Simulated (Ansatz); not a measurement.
# GaSb: the cost of one run

Method: DFT PBEsol, scalar-relativistic, plane waves, PAW, in Ansatz 0.2.0.

The COD entry's cell or inner coordinates are ideal or old and differ from later refinements, so a difference from it is no clean test against experiment.

1 further run of the same task is left out (set aside as unsound or not needed).

### 1 The structure to begin with

It takes space group F-43m (No. 216, cubic). Conventional cell: a = 6.111 Å, b = 6.111 Å, c = 6.111 Å, α = 90.00°, β = 90.00°, γ = 90.00°. Ga (site symmetry -43m) has 4 Sb at 2.65 Å as nearest neighbours. Sb (site symmetry -43m) has 4 Ga at 2.65 Å as nearest neighbours.

Coordinates:

```xyz
2
Lattice="0.0000 3.0556 3.0556 3.0556 0.0000 3.0556 3.0556 3.0556 0.0000" Properties=species:S:1:pos:R:3 pbc="T T T"
Ga    0.0000    0.0000    0.0000
Sb    4.5834    4.5834    4.5834
```

This cell was relaxed beforehand with the same method: volume 28.53 Å³/atom, gap on the mesh none (metal).

### 2 Zero of the scan

File input.yaml:

```yaml
crystal:
  lattice:
    - [0.0, 3.0556140979, 3.0556140979]
    - [3.0556140979, 0.0, 3.0556140979]
    - [3.0556140979, 3.0556140979, 0.0]
  atoms:
    - { symbol: Ga, position: [0.0, 0.0, 0.0] }
    - { symbol: Sb, position: [0.75, 0.75, 0.75] }
basis:
  ecutwfc: 420
kpoints:
  mp_grid: { grid: [10, 10, 10] }
hamiltonian:
  xc: pbesol
scf:
  occupations: { method: gaussian, width: 0.15 }
output:
  forces: true
  stress: true
  eigenvalues: true
  write_density: true
  write_potential: true
  elf: true
  volumetric_format: npy
```

Command:

```bash
$ ansatz run input.yaml --threads 1 --pin off --max-ram 2560MiB --backend cpu --events-out ev --progress --plain --runs-dir out
```

**Question.** How long does this run take on 1 thread of AMD EPYC 7R43 (Zen 3), shared host, and how much memory does it need?

About 3.9 s, with a peak of 0.42 GiB.
